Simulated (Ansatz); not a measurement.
**What a trial cell of Sn relaxes into**

Computed with DFT r2SCAN, scalar-relativistic, plane waves, PAW in Ansatz 0.2.0.

Sn was placed on the samarium (9R) structure type (R-3m, No. 166), at a guessed volume.

Input of the last, converged step (default PAW datasets):

```yaml
crystal:
  lattice:
    - [1.7541818198, 1.0127773459, 8.0169576884]
    - [-1.7541818198, 1.0127773459, 8.0169576884]
    - [0.0, -2.0255546917, 8.0169576884]
  atoms:
    - { symbol: Sn, position: [0.0, 0.0, 0.0] }
    - { symbol: Sn, position: [0.2331193235, 0.2331193235, 0.2331193235] }
    - { symbol: Sn, position: [0.7668806765, 0.7668806765, 0.7668806765] }
basis:
  ecutwfc: 500
kpoints:
  mp_grid: { grid: [15, 15, 15] }
hamiltonian:
  xc: r2scan
scf:
  occupations: { method: gaussian, width: 0.1 }
output:
  forces: true
  stress: true
  eigenvalues: true
relax:
  adjacent_minimum: "off"
  f_tol: 0.01
  max_steps: 80
  cell: { stress_tol: 0.05 }
```

It can be run as:

```bash
ansatz run input.yaml --threads 4 --pin off --backend cpu --events-out ev --progress --plain --runs-dir out  # memory cap (--max-ram) not shown
```

End of the output:

```
SCF converged after 5 iterations
Free energy (F): -18115.188014 eV
Harris-Foulkes:  -18115.188014 eV  (|F-HF|=3.27e-11)
Internal energy: -18115.180334 eV  (E = F + TS)
E sigma→0 (E₀):  -18115.184174 eV
Entropy (-TS):   -0.007680 eV (-2.560 meV/atom)
Fermi energy:    10.869863 eV
--- Per-component energies (eV) ---
  E_band       = -269.791607
  E_kinetic    = 556.892485
  E_local      = -2470.470154  (includes V_loc(G=0)·N_el)
  E_nonlocal   = -99.561813
  E_hartree    = 1560.496843
  E_xc         = -1125.136940
  E_vxc        = -315.110269  (∫ρ·V_xc dr)
  E_paw        = -12472.385503  (= ΣΔE_a)
  E_vpaw       = -1082.891257  (= ΣTr[D̂ρ^β])
  E_aug_tail   = -0.000001  (compensation charges beyond the density's cutoff)
  E_vtau       = 20.355881  (kinetic-family band-sum trace: ∫τ·v_τ [+ j·A + Jᵃ·Aᵃ] dr)
  E_ewald      = -4067.221210
  E_core_change = 2.205960  (= ΣΔE_core)
  E_smearing   = -0.007680  (= −TS)
  E_closure    = 0.000000  (closes the sum)
  Σ components = -18115.188014   (vs F -18115.188014, Δ=0.00e0)
--- Forces (eV/Å), atoms counted from 1 ---
  atom   1  Sn     0.00000000     0.00000000     0.00000000
  atom   2  Sn     0.00000000     0.00000000    -0.00000492
  atom   3  Sn     0.00000000     0.00000000     0.00000492
  max |Σ_I F_I| component: 9.25e-18 eV/Å
--- Stress (GPa, compression-positive) ---
        0.000316       0.000000       0.000000
        0.000000       0.000316       0.000000
        0.000000       0.000000       0.002052
  P = ⅓ Tr σ = 0.0009 GPa (0.009 kbar)
--- Relaxed structure (9 steps of the walk, 9 accepted, 1 SCFs on fresh bases) ---
  F+E_penalty+E_count = -18115.18801377 eV   max|allowed force component| = 4.923e-6 eV/Å   (the final SCF, on the basis selected at the relaxed cell)
  cell:  # Å, volume = 81.4790 Å³
    - [1.676325, 0.967826, 8.370259]
    - [-1.676325, 0.967826, 8.370259]
    - [0.000000, -1.935653, 8.370259]
  atoms:
    - { symbol: Sn, position: [0.000000, 0.000000, 0.000000] }
    - { symbol: Sn, position: [0.222874, 0.222874, 0.222874] }
    - { symbol: Sn, position: [0.777126, 0.777126, 0.777126] }
```

Absolute energies hang on the potentials; compare differences alone.

The result has space group R-3m (No. 166). Around Sn on Wyckoff site a (1 atom of the primitive cell) lie 12 Sn at 3.35–3.38 Å; Sn on Wyckoff site c (2 atoms of the primitive cell) has 12 Sn at 3.35–3.42 Å.

It lies 0.25 eV/atom above the element's standard state at the same level.

For metals, differences of a few meV/atom aren't resolved.

Symmetry constrained the relaxation, so the result can be a saddle point.